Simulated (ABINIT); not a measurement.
Ge:

```
Ge
1.0
     1.48805   -2.59469    0.00000
     1.48805    2.59469    0.00000
     0.00000    0.00000    4.72760
Ge
2
Cartesian
  1.4881 0.8643 1.1819
  1.4881 -0.8643 3.5457
```

This isn't the form of Ge at room conditions, which is diamond.

| Quantity | Value |
| --- | --- |
| Program | ABINIT 10.8.3 (patched build) |
| Task | single point |
| Functional | PBE |
| Potentials or basis | JTH PAW PBE v2.0 |
| Cutoff | 599 eV |
| k mesh | 10 × 10 × 6 |
| Occupations | fermi-dirac, width 0.05 eV |
| Spin | no spin polarisation |

On this cell: pressure 3.9 GPa; largest force under 0.003 eV/Å; band gap on the k mesh none (metal or under the smearing width).

The same run follows on a disturbed copy (atoms moved at random, drawn with an rms of 0.05 Å):

```
CELL_PARAMETERS angstrom
1.48805 -2.59469 0.00000
1.48805 2.59469 0.00000
0.00000 0.00000 4.72760
ATOMIC_POSITIONS crystal
Ge 0.32710 0.67936 0.25322
Ge 0.67910 0.33589 0.74526
```

Task: What changes?

Result: The energy (extrapolated to zero smearing) moves by +0.2 meV/atom; pressure 3.9 GPa; largest force 0.036 eV/Å; band gap on the k mesh none (metal or under the smearing width).

Forces on the atoms (eV/Å):
```
Ge  -0.001 -0.013 -0.034
Ge   0.001  0.013  0.034
```

Stress tensor (GPa, compression positive):
```
 3.15  0.02 -0.02
 0.02  2.88  0.04
-0.02  0.04  5.73
```
